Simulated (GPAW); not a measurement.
# TaN in GPAW: convergence with k mesh

Crystal: TaN.

```
CELL_PARAMETERS angstrom
2.93800 0.00000 0.00000
-1.46900 2.54438 0.00000
0.00000 0.00000 2.88300
ATOMIC_POSITIONS crystal
Ta 0.00000 0.00000 0.50000
N 0.66667 0.33333 0.00000
```

```yaml
Program: GPAW 26.7.0
Task: convergence study
Functional: PBE
Potentials_or_basis: GPAW PAW data sets (gpaw-data 1.2.1)
Cutoff: 800 eV
Basis: pw
k_mesh: 2 × 2 × 2
Occupations: fermi-dirac, width 0.05 eV
Spin: no spin polarisation
```

These are the settings of the first run; the series varies k mesh, with any setting tied to it.

Hardware: 1 thread of Arm Neoverse V1, with other jobs on the host.

| k mesh | energy less the tightest run, at zero smearing (meV/atom) | pressure (GPa) | SCF cycles | CPU time (s) | peak memory (GiB) |
| --- | --- | --- | --- | --- | --- |
| 2 × 2 × 2 | -28.83 | 0.73 | 10 | 3.9 | 0.14 |
| 3 × 3 × 3 | 163.92 | 8.31 | 10 | 4.6 | 0.14 |
| 4 × 4 × 4 | 34.36 | 5.42 | 10 | 6.4 | 0.14 |
| 5 × 5 × 5 | -5.95 | 4.64 | 10 | 7.5 | 0.14 |
| 7 × 7 × 6 | 0.57 | 4.78 | 10 | 13 | 0.15 |
| 8 × 8 × 7 | 0.52 | 4.76 | 10 | 15 | 0.15 |
| 9 × 9 × 8 | -0.16 | 4.75 | 10 | 22 | 0.16 |
| 11 × 11 × 10 | -0.09 | 4.75 | 10 | 33 | 0.18 |
| 14 × 14 × 12 | 0.00 | 4.75 | 10 | 56 | 0.23 |

Against the tightest run, the energy stays within 1 meV/atom from 7 × 7 × 6 on; the pressure stays within 0.1 GPa from 7 × 7 × 6 on. Meshes of other sizes hit other points, so gaps and Fermi surfaces needn't settle smoothly. The tightest run that finished is the yardstick and may itself not be fully converged.

The run has no spin-orbit coupling, so splittings on Ta are missing.
